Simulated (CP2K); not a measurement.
PbF2 (Fluorocronite): band structure with LDA

The system is PbF2 (Fluorocronite).

```
Pb F
1.0
     4.19125    0.00000    0.00000
     2.09562    3.62973    0.00000
     2.09562    1.20991    3.42214
Pb F
1 2
Direct
  0.00000 0.00000 0.00000
  0.75000 0.75000 0.75000
  0.25000 0.25000 0.25000
```

```
Program                                : CP2K 2026.2
Task                                   : band structure
Functional                             : LDA
Potentials or basis                    : GTH_POTENTIALS Pb GTH-PADE-q4, F GTH-PADE-q7; TZVP-MOLOPT-PBE-GTH basis
Density cutoff                         : 10204 eV
k mesh                                 : 8 × 8 × 8
Occupations                            : fermi-dirac, width 0.05 eV
Spin                                   : no spin polarisation
SCF solver                             : diagonalisation with k points
Quickstep method                       : GPW
EPS_DEFAULT                            : 1.0E-9
EPS_SCF                                : 1.0E-6
MAX_SCF                                : 100
SCF_GUESS                              : ATOMIC
k points reduced by the point group    : yes
Mesh centred on Gamma                  : yes
CHOLESKY                               : OFF
EPS_EIGVAL                             : 1.0E-7
MIXING METHOD                          : BROYDEN_MIXING
MIXING ALPHA                           : 0.4
NBUFFER                                : 8
NGRIDS                                 : 4
Basis sets                             : Pb TZVP-MOLOPT-PBE-GTH-q4, F TZVP-MOLOPT-PBE-GTH-q7
Potentials                             : Pb GTH-PADE-q4 of GTH_POTENTIALS, F GTH-PADE-q7 of GTH_POTENTIALS
ADDED_MOS                              : [12]
Points a segment of the path (NPOINTS) : 6
Bands added on the path                : 4
REL_CUTOFF (Ry)                        : 60 Ry
MIXING BETA (1/bohr)                   : 1.5 1/bohr
CUTOFF of the grids                    : 750 Ry
```

- Pressure: -4.9 GPa
- Band gap on the k mesh: 4.17 eV, indirect (least direct gap 4.36 eV)
- Band gap along the path: 4.17 eV, indirect (least direct gap 4.36 eV)
- Mulliken charges: Pb +1.38; F -0.69 e
- Hirshfeld charges: Pb +0.54; F -0.27 e

Levels at the corners of the path, in eV from the valence-band top:
| point | band 5 | band 6 | band 7 | band 8 | band 9 | band 10 | band 11 | band 12 | band 13 | band 14 |
| --- | --- | --- | --- | --- | --- | --- | --- | --- | --- | --- |
| Γ | -2.55 | -2.55 | -1.92 | -1.92 | -1.92 | 6.58 | 6.58 | 6.58 | 10.77 | 16.81 |
| X | -3.59 | -1.53 | -1.53 | -1.45 | -0.19 | 4.17 | 7.70 | 7.70 | 8.92 | 14.84 |
| W | -2.69 | -2.69 | -1.51 | -1.47 | 0.00 | 5.85 | 5.85 | 7.33 | 10.13 | 15.82 |
| K | -3.35 | -2.04 | -1.69 | -1.48 | -0.04 | 5.10 | 6.50 | 7.68 | 9.91 | 16.05 |
| Γ | -2.55 | -2.55 | -1.92 | -1.92 | -1.92 | 6.58 | 6.58 | 6.58 | 10.77 | 16.81 |
| L | -2.66 | -2.66 | -2.19 | -2.19 | -0.02 | 4.87 | 7.45 | 7.45 | 14.41 | 14.41 |
| U | -3.35 | -2.04 | -1.69 | -1.48 | -0.04 | 5.10 | 6.50 | 7.68 | 9.91 | 16.05 |
| W | -2.69 | -2.69 | -1.51 | -1.47 | 0.00 | 5.85 | 5.85 | 7.33 | 10.13 | 15.82 |
| L | -2.66 | -2.66 | -2.19 | -2.19 | -0.02 | 4.87 | 7.45 | 7.45 | 14.41 | 14.41 |
| K | -3.35 | -2.04 | -1.69 | -1.48 | -0.04 | 5.10 | 6.50 | 7.68 | 9.91 | 16.05 |
| U | -3.35 | -2.04 | -1.69 | -1.48 | -0.04 | 5.10 | 6.50 | 7.68 | 9.91 | 16.05 |
| X | -3.59 | -1.53 | -1.53 | -1.45 | -0.19 | 4.17 | 7.70 | 7.70 | 8.92 | 14.84 |

Run time: 16 s on 1 thread of Arm Neoverse V2, on a shared host, peak memory 0.4 GiB.

Caveat: Mulliken charges move with the basis; spin-orbit coupling is left out, which as a rule narrows the gap of such compounds by several tenths of an eV; the basis of atomic orbitals isn't converged, which shifts pressures, moduli and gaps.
